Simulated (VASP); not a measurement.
# Si: relaxation of cell and atoms with BEEF-vdW

The system is Si.

```xyz
2
Lattice="0.0000 2.7219 2.7219 2.7219 0.0000 2.7219 2.7219 2.7219 0.0000" Properties=species:S:1:pos:R:3 pbc="T T T"
Si    2.7219    2.7219    2.7219
Si    4.0828    4.0828    4.0828
```

```json
{
  "Program": "VASP 6.6.1",
  "Task": "relaxation of cell and atoms",
  "Functional": "BEEF-vdW",
  "Potentials or basis": "VASP PAW PBE potentials, release 64 (Si)",
  "Cutoff": "600 eV",
  "k mesh": "8 × 8 × 8",
  "Occupations": "fermi-dirac, width 0.05 eV",
  "Spin": "no spin polarisation",
  "Further INCAR settings": "ALGO = Normal; EDIFF = 1e-06; IBRION = 2; EDIFFG = -0.01; NSW = 40; ISIF = 3"
}
```

The relaxed volume is 20.36 Å³/atom, the relaxed cell is a = 3.861 Å, b = 3.861 Å, c = 3.861 Å, α = 60.00°, β = 60.00°, γ = 60.00° and the space group after relaxing (to 0.05 Å) is Fd-3m (No. 227). The energy gained by relaxing is 0.5 meV/atom and the ionic steps are 3. The pressure after relaxing is 0.0 GPa. The band gap on the k mesh is 0.83 eV, indirect (least direct gap 2.65 eV).

Step by step:
| step | energy change (eV) | largest force (eV/Å) | pressure (GPa) | volume (Å³) |
| --- | --- | --- | --- | --- |
| 1 | 0.0000 | 0.0000 | 0.89 | 40.33 |
| 2 | -0.0005 | 0.0000 | -0.59 | 40.99 |
| 3 | -0.0011 | 0.0000 | 0.02 | 40.71 |

Final structure:
```yaml
crystal:
  lattice:
    - [0.00000, 2.73046, 2.73046]
    - [2.73046, 0.00000, 2.73046]
    - [2.73046, 2.73046, 0.00000]
  atoms:
    - { symbol: Si, position: [0.50000, 0.50000, 0.50000] }
    - { symbol: Si, position: [0.75000, 0.75000, 0.75000] }
```

Levels at points of the mesh, in eV from the valence-band top:
| k point | band 1 | band 2 | band 3 | band 4 | band 5 | band 6 | band 7 | band 8 |
| --- | --- | --- | --- | --- | --- | --- | --- | --- |
| (0.00, 0.00, 0.00) | -11.77 | 0.00 | 0.00 | 0.00 | 2.65 | 2.65 | 2.65 | 3.33 |
| (0.50, 0.00, 0.00) | -9.50 | -6.80 | -1.17 | -1.17 | 1.64 | 3.47 | 3.47 | 8.03 |
| (0.50, 0.50, 0.00) | -7.71 | -7.71 | -2.76 | -2.76 | 0.94 | 0.94 | 10.08 | 10.08 |

It took 51 s on 1 thread of AMD EPYC 9R45 (Zen 5), on a shared host, peak memory 0.34 GiB.

Caveat: the PAW data sets were made with another functional, which shifts forces and pressure a little. A k mesh can miss the band edges.
